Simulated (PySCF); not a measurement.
# Al in PySCF: convergence with density cutoff

The system is Al.

```xyz
1
Lattice="-1.5912 1.5912 1.5912 1.5912 -1.5912 1.5912 1.5912 1.5912 -1.5912" Properties=species:S:1:pos:R:3 pbc="T T T"
Al    0.0000    0.0000    0.0000
```

This isn't the form of Al at room conditions, which is fcc.

| Quantity | Value |
| --- | --- |
| Program | PySCF 2.14.0 |
| Task | convergence study |
| Functional | PBE |
| Potentials or basis | DZVP-MOLOPT-SR/GTH-PBE (potentials made for PBE) |
| k mesh | 8 × 8 × 8 |
| Occupations | fermi-dirac, width 0.05 eV |
| Spin | no spin polarisation |

These are the settings of the first run; the series varies density cutoff, with any setting tied to it.

Hardware: 2 threads of Intel(R) Xeon(R) 6975P-C (Granite Rapids), on a shared host.

| density cutoff | energy less the tightest run, at zero smearing (meV/atom) | SCF cycles | CPU time (s) | peak memory (GiB) |
| --- | --- | --- | --- | --- |
| 8 Ha | 2.20 | 4 | 540 | 5.4 |
| 12 Ha | -0.08 | 4 | 510 | 5.4 |
| 18 Ha | -0.08 | 4 | 470 | 5.4 |
| 25 Ha | -0.01 | 4 | 520 | 5.4 |
| 32 Ha | 0.00 | 4 | 540 | 5.5 |
| 40 Ha | 0.00 | 4 | 500 | 5.5 |
| 50 Ha | 0.00 | 4 | 570 | 5.4 |
| 62 Ha | timed out after 300 s | - | - | - |

Against the tightest run, the energy stays within 1 meV/atom from 12 Ha on. The tightest run that finished is the yardstick and may itself not be fully converged.
